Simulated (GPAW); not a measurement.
# PtSe2 (Sudovikovite) (P-3m1) in GPAW: a series of runs

The runs below take PtSe2 (Sudovikovite) through band structure, equation of state, with OLYP, C09-vdW, MS2, BP86.

Program: GPAW 26.7.0. These are calculated values, not measurements. Logs are shortened: lines on timing, memory, paths and dates and some standing lists are left out, and cuts for length are marked. The log counts tension as positive stress, the text compression.

**1. Starting point**

Symmetry: P-3m1, No. 164, trigonal system. The conventional cell has a = 3.724 Å, b = 3.724 Å, c = 5.062 Å, α = 90.00°, β = 90.00°, γ = 120.00°. Around Pt (site symmetry -3m) lie 6 Se at 2.49 Å. Around Se (site symmetry 3m) lie 3 Pt at 2.49 Å.

**2. Band structure, OLYP, spin-orbit coupling, no magnetisation**

run.py

```python
import numpy as np
from ase.dft.bandgap import bandgap
from ase.io import write
from ase.spacegroup import crystal
from ase.units import GPa
from gpaw import GPAW, PW, setup_paths
from gpaw.spinorbit import soc_eigenstates

setup_paths.insert(0, '.')

# Pt 1a
# Se 2d
atoms = crystal(['Pt', 'Se'],
                basis=[[0.0, 0.0, 0.0],
                       [0.6666666667, 0.3333333333, 0.75]],
                spacegroup=164, setting=1,  # P-3m1
                cellpar=[3.724, 3.724, 5.062, 90.0, 90.0, 120.0],
                primitive_cell=True)

calc = GPAW(mode=PW(600),
            xc='GGA_X_OPTX+GGA_C_LYP',
            kpts={'size': (6, 6, 4), 'gamma': True},
            occupations={'name': 'fermi-dirac', 'width': 0.05},
            nbands=26,
            convergence={'density': 1e-05, 'energy': 1e-05},
            eigensolver='davidson',
            maxiter=150,
            txt='gpaw.txt')
atoms.calc = calc
energy = atoms.get_potential_energy()
forces = atoms.get_forces()
stress = atoms.get_stress()
calc.write('gs.gpw')
write('result.traj', atoms)
print(f'Energy: {energy:.6f} eV')
print('Forces (eV/A):')
print(forces.round(4))
print('Stress (GPa):', (stress / GPa).round(3))
print('Fermi level:', round(calc.get_fermi_level(), 4), 'eV')
print(f'Gap: {bandgap(calc)[0]:.4f} eV, direct: {bandgap(calc, direct=True)[0]:.4f} eV')

path = atoms.cell.bandpath('GMKGALHA,LM,KH', npoints=80, eps=1e-4)
bs_calc = calc.fixed_density(kpts=path, symmetry='off', nbands=41,
                             convergence={'bands': 'CBM+6.0', 'eigenstates': 1e-6}, txt='bands.txt')
bs = bs_calc.band_structure()
bs.write('bs.json')
print(f'Gap on the path: {bandgap(bs_calc)[0]:.4f} eV')

soc = soc_eigenstates(bs_calc, theta=90, phi=0)
np.savetxt('soc_bands.dat', soc.eigenvalues(), fmt='%.4f')
mesh = soc_eigenstates('gs.gpw', theta=90, phi=0)
np.savetxt('soc_mesh.dat', mesh.eigenvalues(), fmt='%.4f')
print('Fermi level with spin-orbit coupling:', round(mesh.fermi_level, 4), 'eV')
```

Potentials or basis: PAW data sets generated in the run's folder for this functional, pw.

Launch:

```bash
$ gpaw-setup -f GGA_X_OPTX+GGA_C_LYP Pt Se
$ OMP_NUM_THREADS=1 python run.py
```

gpaw.txt:

```text
__  _  _
 | _ |_)|_||  |
 |__||  | ||/\| - 26.7.0

Input parameters:
  mode=PW(ecut=600.0),
  convergence={'density': 1e-05, 'energy': 1e-05},
  eigensolver=Davidson(niter=2),
  kpts=MonkhorstPack(size=(6, 6, 4), gamma=True),
  maxiter=150,
  nbands=26,
  occupations=Occupations(name='fermi-dirac', width=0.05),
  xc=XC(name='GGA_X_OPTX+GGA_C_LYP')

Diagonalizing LCAO Hamiltonian
Converting LCAO to pw mode

            Se

        Se

       Pt

Atoms  # Å, Bohr magnetons
|   | symbol |         x |        y |        z |    initial magnetic moments |
|---|--------|-----------|----------|----------|-----------------------------|
| 0 |     Pt |  0.000000 | 0.000000 | 0.000000 | ( 0.0000,  0.0000,  0.0000) |
| 1 |     Se |  1.862000 | 1.075026 | 3.796500 | ( 0.0000,  0.0000,  0.0000) |
| 2 |     Se | -0.000000 | 2.150052 | 1.265500 | ( 0.0000,  0.0000,  0.0000) |

Unit cell  # Å
| periodic |         x |        y |        z |  lengths |     angles |
|----------|-----------|----------|----------|----------|------------|
|      yes |  3.724000 | 0.000000 | 0.000000 | 3.724000 |  90.000000 |
|      yes | -1.862000 | 3.225079 | 0.000000 | 3.724000 |  90.000000 |
|      yes |  0.000000 | 0.000000 | 5.062000 | 5.062000 | 120.000000 |

Number of symmetries: 12
Symmetry operations  # r_c * U_cc + t_c -> r_c
|    | kind |            matrix            |
|----|------|------------------------------|
|  0 |  σ   |  1, 1, 0,  0,-1, 0,  0, 0, 1 |
|  1 |  S6  |  1, 1, 0, -1, 0, 0,  0, 0,-1 |
|  2 |  E   |  1, 0, 0,  0, 1, 0,  0, 0, 1 |
|  3 |  C2  |  1, 0, 0, -1,-1, 0,  0, 0,-1 |
|  4 |  C2  |  0, 1, 0,  1, 0, 0,  0, 0,-1 |
|  5 |  C3  |  0, 1, 0, -1,-1, 0,  0, 0, 1 |
|  6 |  S6  |  0,-1, 0,  1, 1, 0,  0, 0,-1 |
|  7 |  σ   |  0,-1, 0, -1, 0, 0,  0, 0, 1 |
|  8 |  σ   | -1, 0, 0,  1, 1, 0,  0, 0, 1 |
|  9 |  i   | -1, 0, 0,  0,-1, 0,  0, 0,-1 |
| 10 |  C3  | -1,-1, 0,  1, 0, 0,  0, 0, 1 |
| 11 |  C2  | -1,-1, 0,  0, 1, 0,  0, 0,-1 |

BZ-sampling:
  Number of BZ points: 144
  Number of IBZ points: 24

  Monkhorst-Pack size: [6, 6, 4]
  Monkhorst-Pack shift: [0.08333333333333333, 0.08333333333333333, 0.125]

K-points  # in reciprocal-cell coordinates
|     |                                coordinates |     weight |
|-----|--------------------------------------------|------------|
|   0 | (  0.00000000,   0.00000000,   0.00000000) | 0.00694444 |
|   1 | (  0.00000000,   0.00000000,   0.25000000) | 0.01388889 |
|   2 | (  0.00000000,   0.00000000,   0.50000000) | 0.00694444 |
|   3 | (  0.16666667,   0.00000000,  -0.25000000) | 0.04166667 |
|   4 | (  0.16666667,   0.00000000,   0.00000000) | 0.04166667 |
|   5 | (  0.16666667,   0.00000000,   0.25000000) | 0.04166667 |
|   6 | (  0.16666667,   0.00000000,   0.50000000) | 0.04166667 |
|   7 | (  0.33333333,  -0.16666667,   0.00000000) | 0.04166667 |
|   8 | (  0.33333333,  -0.16666667,   0.25000000) | 0.08333333 |
|   9 | (  0.33333333,  -0.16666667,   0.50000000) | 0.04166667 |
| ... |                                            |            |
|  23 | (  0.50000000,   0.50000000,   0.50000000) | 0.02083333 |

Plane wave coefficients: 2051
Cutoff: 600.0 eV

Spin-components: 1 (collinear spins)
Bands:           26
Projectors:      16
Spin-degeneracy: 2
Datatype:        complex128

Parallelization:
  kpt:    1
  domain: 1
  band:   1

Density:
  Valence electrons: 28.0
  Components: 1
  Grid points: [24 24 30]
  Charge: 0.0  # |e|

Potential:
  Grid points: [24 24 30]

species:
  Pt:
    name:    Platinum
    Z:       78.0
    valence: 16
    core:    62
    charge:  0.0  # [|e|]
    compensation charges:
      type: gauss
      rc: 0.41  # [Å]
      lmax: 2
    cutoffs:
      filter: 2.26  # [Å]
      core: 2.26  # [Å]
    projectors
    | kind |    occ | energy [eV] | rcut [Å] |
    |------|--------|-------------|----------|
    |   6s |  1.000 |      -5.276 |    1.307 |
    |   5p |  6.000 |     -56.077 |    1.371 |
    |   6p |  0.000 |      -0.841 |    1.371 |
    |   5d |  9.000 |      -6.038 |    1.307 |
    |    s |        |      21.935 |    1.307 |
    |    d |        |      21.174 |    1.307 |

    Using partial waves for Pt as LCAO basis

  Se:
    name:    Selenium
    Z:       34.0
    valence: 6
    core:    28
    charge:  0.0  # [|e|]
    compensation charges:
      type: gauss
      rc: 0.27  # [Å]
      lmax: 2
    cutoffs:
      filter: 1.77  # [Å]
      core: 2.61  # [Å]
    projectors
    | kind |    occ | energy [eV] | rcut [Å] |
    |------|--------|-------------|----------|
    |   4s |  2.000 |     -17.137 |    0.847 |
    |   4p |  4.000 |      -6.378 |    1.005 |
    |    s |        |      10.074 |    0.847 |
    |    p |        |      20.833 |    1.005 |
    |    d |        |       0.000 |    0.847 |

    Using partial waves for Se as LCAO basis

Reference energy: -632815.582157  # eV

eigensolver:
  Davidson
  Converge bands: occupied
  niter=2

density mixing:
  MSR1-Mixer
  Pratt-step length: 0.05
  Maximum mixing coefficient: 0.75
  Old densities: 10
  SVD Regularization: 0.005
  Good broyden scale: 1.0
  Trust region scale: 1.0
  Backstep threshold: 4.0
  History deletion threshold: 6.0
  Fourier metric: weight=20.0, sigma=0.015

occupation numbers:
  Fermi-Dirac:
    width: 0.0500  # eV

poisson solver:
  ecut: 4800.0  # eV

xc functional:
  name: GGA_X_OPTX+GGA_C_LYP with 2 nearest neighbor stencil

convergence criteria:
- Maximum integral of absolute [dens]ity change: 1e-05 electrons / valence electron
- Maximum [total energy] change in last 3 cyles: 1e-05 eV / valence electron
- Maximum integral of absolute [eigenst]ate change: 4e-08 eV^2 / valence electron
maximum number of iterations: 150

SCF iterations
|iter     | |      energy | eigst |  dens |
|---------|-|-------------|-------|-------|
|iter:   1| |  -12.913258 | +0.16 |       |
|iter:   2| |  -12.611932 | -1.96 | -1.12 |
|iter:   3| |  -12.129219 | -1.85 | -1.18 |
|iter:   4| |  -12.133534 | -3.07 | -1.67 |
|iter:   5| |  -12.133080 | -3.05 | -1.85 |
|iter:   6| |  -12.133997 | -3.94 | -2.69 |
|iter:   7| |  -12.134380 | -4.28 | -3.13 |
|iter:   8| |  -12.134422 | -5.17 | -3.72 |
|iter:   9| |  -12.134430c| -6.01 | -4.15 |
|iter:  10| |  -12.134431c| -7.05 | -4.74 |
|iter:  11| |  -12.134431c| -7.99c| -5.30c|

Converged in 11 steps
Energy contributions relative to reference atoms: (reference = -632815.582157)

Energy contributions:
  Kinetic:           7.235709
  Coulomb:          -8.359980
  Zero:             -0.522617
  External:          0.000000
  Xc:              -10.484394
  Entropy:          -0.006299
  Spinorbit:         0.000000
  ----------------------------
  Free energy:     -12.137580
  Extrapolated:    -12.134431

dipole moment: (-6.349466, -10.997599, -17.261546)  # |e|*Ang

Fermi level: 8.451
Eigenvalues  # (at kpt = [0.000, 0.000, 0.000])
| band index |      eig [eV] | occ [0-2] |
|------------|---------------|-----------|
|          0 |       -45.655 |     2.000 |
|        ... |               |           |
|          5 |         1.320 |     2.000 |
|          6 |         1.958 |     2.000 |
|          7 |         1.958 |     2.000 |
|          8 |         4.362 |     2.000 |
|          9 |         4.363 |     2.000 |
|         10 |         5.822 |     2.000 |
[... 8 lines left out ...]
|         19 |        15.897 |     0.000 |
|         20 |        20.549 |     0.000 |
|        ... |               |           |
|         25 |        21.599 |     0.000 |

No gap
No difference between direct/indirect transitions

Forces  # eV/Ang
|        x |        y |        z |
|----------|----------|----------|
|  0.00000 |  0.00000 |  0.00000 |  # Pt   0
| -0.00000 | -0.00000 | -0.18577 |  # Se   1
| -0.00000 |  0.00000 |  0.18577 |  # Se   2

Stress tensor  # eV/Ang^3
|         x |         y |         z |
|-----------|-----------|-----------|
| -0.043783 |  0.000000 |  0.000000 |
|  0.000000 | -0.043783 | -0.000000 |
|  0.000000 | -0.000000 | -0.041206 |

# Writing to gs.gpw (mode='')
```

stdout:

```text
Energy: -12.134431 eV
Forces (eV/A):
[[ 0.      0.      0.    ]
 [-0.     -0.     -0.1858]
 [-0.      0.      0.1858]]
Stress (GPa): [-7.015 -7.015 -6.602 -0.     0.     0.   ]
Fermi level: 8.4513 eV
Gap: 0.0000 eV, direct: 0.0000 eV
Gap on the path: 0.0000 eV
Fermi level with spin-orbit coupling: 8.5173 eV
```

bands.txt:

```text
Diagonalizing LCAO Hamiltonian
Converting LCAO to pw mode
convergence criteria:
- Maximum integral of absolute [eigenst]ate change: 1e-06 eV^2 / valence electron
maximum number of iterations: 150

SCF iterations
|iter     | |      energy | eigst |  dens |
|---------|-|-------------|-------|-------|
[... 88 lines left out ...]
         [0.33333333, 0.33333333, 0.        ],
         [0.33333333, 0.33333333, 0.07142857],
         [0.33333333, 0.33333333, 0.14285714],
         [0.33333333, 0.33333333, 0.21428571],
         [0.33333333, 0.33333333, 0.28571429],
         [0.33333333, 0.33333333, 0.35714286],
         [0.33333333, 0.33333333, 0.42857143],
         [0.33333333, 0.33333333, 0.5       ]])),
  maxiter=150,
  nbands=41,
  occupations=Occupations(name='fermi-dirac', width=0.05),
  symmetry=Symmetry(point_group=False, time_reversal=False),
  xc=XC(name='GGA_X_OPTX+GGA_C_LYP')
```

It took 46 s on 1 thread of Intel Xeon 6975P-C (Granite Rapids), shared host; peak memory 0.38 GiB.

Results:

- Free energy: -12.1376 eV
- Pressure: 6.9 GPa
- Largest force: 0.186 eV/Å
- Band gap along the path: none (metal or under the smearing width)

Forces in eV/Å, atoms in the order of the input:
```
Pt   0.000  0.000  0.000
Se   0.000  0.000 -0.186
Se   0.000  0.000  0.186
```

Stress tensor (GPa, compression positive):
```
7.01 0.00 0.00
0.00 7.01 0.00
0.00 0.00 6.60
```

Levels at the corners of the path, in eV from the Fermi level:
```csv
point,band 24,band 25,band 26,band 27,band 28,band 29,band 30,band 31,band 32,band 33
Γ,-1.45,-0.85,-0.85,0.36,0.36,1.30,1.30,1.43,1.43,3.82
M,-3.38,-3.33,-3.33,-2.80,-2.80,0.67,0.67,2.22,2.22,4.86
K,-2.71,-2.00,-2.00,-1.80,-1.80,-0.03,-0.03,0.11,0.11,4.22
Γ,-1.45,-0.85,-0.85,0.36,0.36,1.30,1.30,1.43,1.43,3.82
A,-1.76,-1.72,-1.72,-1.32,-1.32,2.14,2.14,2.22,2.22,4.85
L,-2.96,-2.94,-2.94,-1.38,-1.38,0.92,0.92,1.50,1.50,4.65
H,-3.72,-2.61,-2.61,-2.39,-2.39,1.86,1.86,1.96,1.96,6.57
A,-1.76,-1.72,-1.72,-1.32,-1.32,2.14,2.14,2.22,2.22,4.85
L,-2.96,-2.94,-2.94,-1.38,-1.38,0.92,0.92,1.50,1.50,4.65
M,-3.38,-3.33,-3.33,-2.80,-2.80,0.67,0.67,2.22,2.22,4.86
K,-2.71,-2.00,-2.00,-1.80,-1.80,-0.03,-0.03,0.11,0.11,4.22
H,-3.72,-2.61,-2.61,-2.39,-2.39,1.86,1.86,1.96,1.96,6.57
```

Caveat: spin-orbit coupling was added after a scalar SCF, so levels and gaps hold it while energy, forces, pressure and moments don't; this program's spin-orbit splittings come out too wide for heavy elements.

(Continued in part 2 of 3.)
